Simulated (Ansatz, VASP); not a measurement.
# NaI: VASP beside Ansatz

INCAR

```
SYSTEM = NaI
ALGO = Normal ; EDIFF = 1E-8
ENCUT = 520 ; GGA = CA
ISIF = 2 ; ISMEAR = -1
LASPH = .TRUE. ; LCHARG = .FALSE.
LEFG = .TRUE. ; LREAL = .FALSE.
LWAVE = .FALSE. ; NBANDS = 14
NELM = 100 ; PREC = Accurate
SIGMA = 0.02
```

File KPOINTS:

```
k-points
0
G
  8 8 8
  0 0 0
```

The input POSCAR:

```
NaI
1.0
    0.0000000000      3.1926595029      3.1926595029
    3.1926595029      0.0000000000      3.1926595029
    3.1926595029      3.1926595029      0.0000000000
Na I
1 1
Direct
    0.0000000000      0.0000000000      0.0000000000
    0.5000000000      0.5000000000      0.5000000000
```

Input for Ansatz:

```yaml
crystal:
  lattice:
    - [0.0, 3.1926595029, 3.1926595029]
    - [3.1926595029, 0.0, 3.1926595029]
    - [3.1926595029, 3.1926595029, 0.0]
  atoms:
    - { symbol: Na, position: [0.0, 0.0, 0.0] }
    - { symbol: I, position: [0.5, 0.5, 0.5] }
kpoints:
  mp_grid: { grid: [8, 8, 8] }
scf:
  occupations: { method: fermi_dirac, width: 0.02 }
hamiltonian:
  xc: lda
  pseudopotentials: { kind: paw }
output:
  forces: true
  stress: true
  eigenvalues: true
  efg: { contact_densities: true }
```

Change from the starting cell: volume scaled by 0.96, PAW files.

Alike in both runs: task electric field gradients; functional LDA; k mesh 8 × 8 × 8; occupations fermi-dirac, width 0.02 eV; no spin polarisation.

```csv
,VASP,Ansatz
version,VASP 6.6.1,Ansatz 0.2.0
potentials or method,"VASP PAW LDA potentials, release 64 (Na_pv, I)","PAW with Ansatz's default frozen-core files, scalar-relativistic"
plane-wave cutoff (eV),520,420
valence electrons in the cell,14,26
```

VASP gave:

- gap on the k mesh at the Fermi level (eV): 3.46
- pressure (GPa): -1.1
- Vzz of the field gradient on the site that differs most (V/Å²): 0.0

Question: What did Ansatz give for the same quantities?

Answer: gap on the k mesh at the Fermi level (eV): 3.44; pressure (GPa): -1.1; Vzz of the field gradient on the site that differs most (V/Å²): 0.0.

The two sets of potentials don't hold the same shells in valence. Ansatz warned: «gradients_without_spin_orbit».

Caveats: spin-orbit coupling is left out, which moves the levels of the heavy elements.
